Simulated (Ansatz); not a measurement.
**Gallium, alpha-Ga (Cmce) under PBE: how the Fermi-Dirac smearing moves the result**

How small must the Fermi-Dirac smearing width be for energy and pressure to settle? The geometry was relaxed under PBE beforehand and stays fixed; 6 values are run, from 0.01 to 1.0 eV. Wanted are the values from which on the energy stays within 10 and 1 meV/atom, and the pressure within 0.5 GPa, of the narrowest run. Within the series other settings stay. Spin polarisation is left out.

Method: DFT PBE, plane waves with PAW, scalar-relativistic, in Ansatz 0.2.0.

## Step 1: Starting point

Symmetry: Cmce, No. 64, orthorhombic system. The conventional cell has a = 4.622 Å, b = 7.746 Å, c = 4.546 Å, α = 90.00°, β = 90.00°, γ = 90.00°. Ga (site symmetry m) has 7 Ga at 2.53 to 2.84 Å as nearest neighbours.

Structure file:

```xyz
4
Lattice="2.3108 -3.8729 0.0000 2.3108 3.8729 0.0000 0.0000 0.0000 4.5463" Properties=species:S:1:pos:R:3 pbc="T T T"
Ga    2.3108   -2.6662    0.3816
Ga    2.3108   -1.2067    2.6548
Ga    2.3108    2.6662    4.1647
Ga    2.3108    1.2067    1.8915
```

## Step 2: Run at 0.01 eV

The run at 0.01 eV.

The input, input.yaml:

```yaml
crystal:
  lattice:
    - [2.3107968683, -3.8729233244, 0.0]
    - [2.3107968683, 3.8729233244, 0.0]
    - [0.0, 0.0, 4.546311146]
  atoms:
    - { symbol: Ga, position: [0.8442122196, 0.1557877804, 0.0839449706] }
    - { symbol: Ga, position: [0.6557877804, 0.3442122196, 0.5839449706] }
    - { symbol: Ga, position: [0.1557877804, 0.8442122196, 0.9160550294] }
    - { symbol: Ga, position: [0.3442122196, 0.6557877804, 0.4160550294] }
hamiltonian:
  xc: pbe
  pseudopotentials:
    kind: paw
    azcp:
      Ga: "pseudopotentials/Ga.paw.azcp"
basis:
  ecutwfc: 420
  fft_grid_basis: typed
kpoints:
  mp_grid: { grid: [8, 8, 7], shift: [0, 0, 0] }
magnetization:
  spin_polarized: false
scf:
  occupations: { method: fermi_dirac, width: 0.01 }
  lower_state_search: "off"
output:
  stress: true
```

The run is started by

```bash
> ansatz run input.yaml --threads 1 --pin off --max-ram 3584MiB --backend cpu --events-out ev --progress --plain --runs-dir out
```

What it wrote, shortened:

```text
[...]
Pseudopotentials: kind: paw
Pseudopotential: Ga, paw, valence charge 13, recommended cutoff 420 eV (normal), <dir>
Functional definition: PBE
[...]
Crystal: 4 atoms, lattice volume = 81.375 Å³
Basis set: ecut = 420 eV, 1589 PW (Γ)
Bands: 30, of which v1, the nominal top of the filled ones, is band 26 counted from 1 (25 counted from 0)
Symmetry: 8 space group operations
Space group: Cmce (ITA 64), of the structure as read, at distance tolerance 4.3e-5 Å
k-points: 84 of 448
[...]
SCF iter   1: F=—  HF=-15132.077502 eV  |F-HF|=—  |Δ(HF+E_count)|=         —  Δρ=1.30e-3  dr2=1.72e-3  ethr=1.77e-3  ⟨swp⟩=6.2  Hψ=9152  notcnv=0
[...]
SCF iter   6: F=-15132.075588 eV  HF=-15132.075588 eV  |F-HF|=1.42e-8  |Δ(HF+E_count)|=   3.86e-7  Δρ=5.40e-6  dr2=2.98e-8  ethr=1.92e-10  ⟨swp⟩=3.0  Hψ=10792  notcnv=0
[...]
SCF converged after 6 iterations
Free energy (F): -15132.075588 eV
[...]
E sigma→0 (E₀):  -15132.075519 eV
Entropy (-TS):   -0.000138 eV (-0.035 meV/atom)
Fermi energy:    8.581408 eV
[...]
--- Stress (GPa, compression-positive) ---
       -0.029080       0.000000       0.000000
        0.000000      -0.032159       0.000000
        0.000000       0.000000       0.086248
  P = ⅓ Tr σ = 0.0083 GPa (0.083 kbar)
```

It took 10 s on 1 thread of Intel Xeon Platinum 8259CL at 2.50GHz (Skylake/Cascade Lake), shared host; peak memory 0.6 GiB.

## Step 3: Run at 0.03 eV

The run at 0.03 eV.

Changes to input.yaml since step 2:

```diff
@@ -24,3 +24,3 @@
 scf:
-  occupations: { method: fermi_dirac, width: 0.01 }
+  occupations: { method: fermi_dirac, width: 0.03 }
   lower_state_search: "off"
```

The run is started by

```bash
> ansatz run input.yaml --threads 1 --pin off --max-ram 3584MiB --backend cpu --events-out ev --progress --plain --runs-dir out
```

What it wrote, shortened:

```text
[...]
[... 3 set-up lines as earlier in the session ...]
[...]
Crystal: 4 atoms, lattice volume = 81.375 Å³
Basis set: ecut = 420 eV, 1589 PW (Γ)
Bands: 30, of which v1, the nominal top of the filled ones, is band 26 counted from 1 (25 counted from 0)
[... 2 set-up lines as earlier in the session ...]
k-points: 84 of 448
[...]
SCF iter   1: F=—  HF=-15132.078538 eV  |F-HF|=—  |Δ(HF+E_count)|=         —  Δρ=1.30e-3  dr2=1.70e-3  ethr=1.77e-3  ⟨swp⟩=6.0  Hψ=9335  notcnv=0
[...]
SCF iter   7: F=-15132.076572 eV  HF=-15132.076572 eV  |F-HF|=6.74e-9  |Δ(HF+E_count)|=   7.28e-8  Δρ=5.83e-6  dr2=3.52e-8  ethr=1.92e-10  ⟨swp⟩=4.0  Hψ=8791  notcnv=0
[...]
SCF converged after 7 iterations
Free energy (F): -15132.076572 eV
[...]
E sigma→0 (E₀):  -15132.075252 eV
Entropy (-TS):   -0.002639 eV (-0.660 meV/atom)
Fermi energy:    8.592695 eV
[...]
--- Stress (GPa, compression-positive) ---
       -0.020463       0.000000       0.000000
        0.000000      -0.010946       0.000000
        0.000000       0.000000       0.001406
  P = ⅓ Tr σ = -0.0100 GPa (-0.100 kbar)
```

It took 16 s on 1 thread of Intel Xeon Platinum 8259CL at 2.50GHz (Skylake/Cascade Lake), shared host; peak memory 0.61 GiB.

## Step 4: Run at 0.2 eV

The run at 0.2 eV.

Changes to input.yaml since step 3:

```diff
@@ -24,3 +24,3 @@
 scf:
-  occupations: { method: fermi_dirac, width: 0.03 }
+  occupations: { method: fermi_dirac, width: 0.2 }
   lower_state_search: "off"
```

The run is started by

```bash
> ansatz run input.yaml --threads 1 --pin off --max-ram 3584MiB --backend cpu --events-out ev --progress --plain --runs-dir out
```

What it wrote, shortened:

```text
band count auto-derived: 31 (N_el = 52.0; filled up to band 26; 30 by the electrons, moments and atoms)
[...]
[... 3 set-up lines as earlier in the session ...]
[...]
Crystal: 4 atoms, lattice volume = 81.375 Å³
Basis set: ecut = 420 eV, 1589 PW (Γ)
Bands: 31, of which v1, the nominal top of the filled ones, is band 26 counted from 1 (25 counted from 0)
[... 2 set-up lines as earlier in the session ...]
k-points: 84 of 448
[...]
SCF iter   1: F=—  HF=-15132.146692 eV  |F-HF|=—  |Δ(HF+E_count)|=         —  Δρ=1.25e-3  dr2=1.34e-3  ethr=1.77e-3  ⟨swp⟩=5.3  Hψ=9205  notcnv=0
[...]
SCF iter   7: F=-15132.144972 eV  HF=-15132.144972 eV  |F-HF|=7.56e-8  |Δ(HF+E_count)|=   8.92e-8  Δρ=1.23e-5  dr2=7.52e-8  ethr=1.92e-10  ⟨swp⟩=4.0  Hψ=8734  notcnv=0
[...]
SCF converged after 7 iterations
Free energy (F): -15132.144972 eV
[...]
E sigma→0 (E₀):  -15132.069410 eV
Entropy (-TS):   -0.151124 eV (-37.781 meV/atom)
Fermi energy:    8.572834 eV
[...]
--- Stress (GPa, compression-positive) ---
        0.194543       0.000000       0.000000
        0.000000      -0.012543       0.000000
        0.000000       0.000000       0.139089
  P = ⅓ Tr σ = 0.1070 GPa (1.070 kbar)
```

Run time: 14 s. Hardware: 1 thread of Intel Xeon Platinum 8259CL at 2.50GHz (Skylake/Cascade Lake), shared host; peak memory 0.61 GiB.

## Step 5: Run at 0.3 eV

The run at 0.3 eV.

Changes to input.yaml since step 4:

```diff
@@ -24,3 +24,3 @@
 scf:
-  occupations: { method: fermi_dirac, width: 0.2 }
+  occupations: { method: fermi_dirac, width: 0.3 }
   lower_state_search: "off"
```

The run is started by

```bash
> ansatz run input.yaml --threads 1 --pin off --max-ram 3584MiB --backend cpu --events-out ev --progress --plain --runs-dir out
```

What it wrote, shortened:

```text
band count auto-derived: 33 (N_el = 52.0; filled up to band 26; 30 by the electrons, moments and atoms)
[...]
[... 3 set-up lines as earlier in the session ...]
[...]
Crystal: 4 atoms, lattice volume = 81.375 Å³
Basis set: ecut = 420 eV, 1589 PW (Γ)
Bands: 33, of which v1, the nominal top of the filled ones, is band 26 counted from 1 (25 counted from 0)
[... 2 set-up lines as earlier in the session ...]
k-points: 84 of 448
[...]
SCF iter   1: F=—  HF=-15132.247469 eV  |F-HF|=—  |Δ(HF+E_count)|=         —  Δρ=1.36e-3  dr2=1.41e-3  ethr=1.77e-3  ⟨swp⟩=5.2  Hψ=9688  notcnv=0
[...]
SCF iter   8: F=-15132.245983 eV  HF=-15132.245983 eV  |F-HF|=4.12e-8  |Δ(HF+E_count)|=   5.38e-8  Δρ=7.20e-6  dr2=2.18e-8  ethr=1.92e-10  ⟨swp⟩=2.7  Hψ=10603  notcnv=0
[...]
SCF converged after 8 iterations
Free energy (F): -15132.245983 eV
[...]
E sigma→0 (E₀):  -15132.054500 eV
Entropy (-TS):   -0.382966 eV (-95.742 meV/atom)
Fermi energy:    8.576706 eV
[...]
--- Stress (GPa, compression-positive) ---
        0.566201       0.000000       0.000000
        0.000000       0.278327       0.000000
        0.000000       0.000000       0.441738
  P = ⅓ Tr σ = 0.4288 GPa (4.288 kbar)
```

It took 18 s on 1 thread of Intel Xeon Platinum 8259CL at 2.50GHz (Skylake/Cascade Lake), shared host; peak memory 0.62 GiB.

## Step 6: Run at 0.6 eV

The run at 0.6 eV.

Changes to input.yaml since step 5:

```diff
@@ -24,3 +24,3 @@
 scf:
-  occupations: { method: fermi_dirac, width: 0.3 }
+  occupations: { method: fermi_dirac, width: 0.6 }
   lower_state_search: "off"
```

The run is started by

```bash
> ansatz run input.yaml --threads 1 --pin off --max-ram 3584MiB --backend cpu --events-out ev --progress --plain --runs-dir out
```

What it wrote, shortened:

```text
band count auto-derived: 37 (N_el = 52.0; filled up to band 26; 30 by the electrons, moments and atoms)
[...]
[... 3 set-up lines as earlier in the session ...]
[...]
Crystal: 4 atoms, lattice volume = 81.375 Å³
Basis set: ecut = 420 eV, 1589 PW (Γ)
Bands: 37, of which v1, the nominal top of the filled ones, is band 26 counted from 1 (25 counted from 0)
[... 2 set-up lines as earlier in the session ...]
k-points: 84 of 448
[...]
SCF iter   1: F=—  HF=-15132.885474 eV  |F-HF|=—  |Δ(HF+E_count)|=         —  Δρ=2.32e-3  dr2=4.06e-3  ethr=1.77e-3  ⟨swp⟩=5.3  Hψ=11021  notcnv=0
[...]
SCF iter   8: F=-15132.883984 eV  HF=-15132.883984 eV  |F-HF|=5.09e-8  |Δ(HF+E_count)|=   5.49e-8  Δρ=8.40e-6  dr2=2.96e-8  ethr=1.92e-10  ⟨swp⟩=4.0  Hψ=10123  notcnv=0
[...]
SCF converged after 8 iterations
Free energy (F): -15132.883984 eV
[...]
E sigma→0 (E₀):  -15131.990527 eV
Entropy (-TS):   -1.786914 eV (-446.728 meV/atom)
Fermi energy:    8.580130 eV
[...]
--- Stress (GPa, compression-positive) ---
        2.134728       0.000000       0.000000
        0.000000       2.069316       0.000000
        0.000000       0.000000       1.986135
  P = ⅓ Tr σ = 2.0634 GPa (20.634 kbar)
```

It took 18 s on 1 thread of Intel Xeon Platinum 8259CL at 2.50GHz (Skylake/Cascade Lake), shared host; peak memory 0.64 GiB.

## Step 7: Run at 1.0 eV

The run at 1.0 eV.

Changes to input.yaml since step 6:

```diff
@@ -24,3 +24,3 @@
 scf:
-  occupations: { method: fermi_dirac, width: 0.6 }
+  occupations: { method: fermi_dirac, width: 1.0 }
   lower_state_search: "off"
```

The run is started by

```bash
> ansatz run input.yaml --threads 1 --pin off --max-ram 3584MiB --backend cpu --events-out ev --progress --plain --runs-dir out
```

What it wrote, shortened:

```text
band count auto-derived: 45 (N_el = 52.0; filled up to band 26; 30 by the electrons, moments and atoms)
[...]
[... 3 set-up lines as earlier in the session ...]
[...]
Crystal: 4 atoms, lattice volume = 81.375 Å³
Basis set: ecut = 420 eV, 1589 PW (Γ)
Bands: 45, of which v1, the nominal top of the filled ones, is band 26 counted from 1 (25 counted from 0)
[... 2 set-up lines as earlier in the session ...]
k-points: 84 of 448
[...]
SCF iter   1: F=—  HF=-15134.517451 eV  |F-HF|=—  |Δ(HF+E_count)|=         —  Δρ=3.94e-3  dr2=1.20e-2  ethr=1.77e-3  ⟨swp⟩=9.3  Hψ=16625  notcnv=0
[...]
SCF iter   8: F=-15134.515919 eV  HF=-15134.515919 eV  |F-HF|=8.58e-8  |Δ(HF+E_count)|=   1.49e-7  Δρ=1.12e-5  dr2=5.39e-8  ethr=1.92e-10  ⟨swp⟩=4.0  Hψ=11185  notcnv=0
[...]
SCF converged after 8 iterations
Free energy (F): -15134.515919 eV
[...]
E sigma→0 (E₀):  -15131.934501 eV
Entropy (-TS):   -5.162836 eV (-1290.709 meV/atom)
Fermi energy:    8.543831 eV
[...]
--- Stress (GPa, compression-positive) ---
        4.950759       0.000000       0.000000
        0.000000       5.191837       0.000000
        0.000000       0.000000       4.864972
  P = ⅓ Tr σ = 5.0025 GPa (50.025 kbar)
```

It took 17 s on 1 thread of Intel Xeon Platinum 8259CL at 2.50GHz (Skylake/Cascade Lake), shared host; peak memory 0.68 GiB.

## Step 8: All values side by side

Energies count from the run at 0.01 eV.

| smearing (eV) | F (meV/atom) | E(σ → 0) (meV/atom) | P (GPa) | SCF cycles | CPU time |
| --- | --- | --- | --- | --- | --- |
| 0.01 | 0.00 | 0.00 | 0.01 | 6 | 10 s |
| 0.03 | -0.25 | 0.07 | -0.01 | 7 | 16 s |
| 0.2 | -17.35 | 1.53 | 0.11 | 7 | 14 s |
| 0.3 | -42.60 | 5.25 | 0.43 | 8 | 18 s |
| 0.6 | -202.10 | 21.25 | 2.06 | 8 | 18 s |
| 1.0 | -610.08 | 35.25 | 5.00 | 8 | 17 s |

## Step 9: Results

| quantity | value |
| --- | --- |
| E(σ → 0) stays within 10 meV/atom of 0.01 eV | up to 0.3 eV |
| E(σ → 0) stays within 1 meV/atom | up to 0.03 eV |
| pressure stays within 0.5 GPa | up to 0.3 eV |
| pressure at 0.01 eV | 0.01 GPa |
| energy of a separate run on a finer mesh (11×11×9) | -1.2 meV/atom from 0.01 eV |

In words: The far end, 1.0 eV, lies +35.3 meV/atom and +5.0 GPa from the yardstick. Over the range F shifts by -610.1 meV/atom, while E(σ → 0) shifts by +35.3. In theory F falls as the square of the width under this scheme, but here the ratio is not steady: the mesh at narrow widths, or a density of states that varies over the wide ones, can both cause that. The mesh (8×8×7) is fixed, so the narrowest widths carry a k-point error of their own. The yardstick itself is unsettled by 1.2 meV/atom against the finer mesh, so the thresholds above hold only within this series, and wider smearing, which averages over more states, can land nearer the fine-mesh value than the narrowest does. The cell taken over is 4 % larger than the measured one (19.59 Å³/atom, COD).
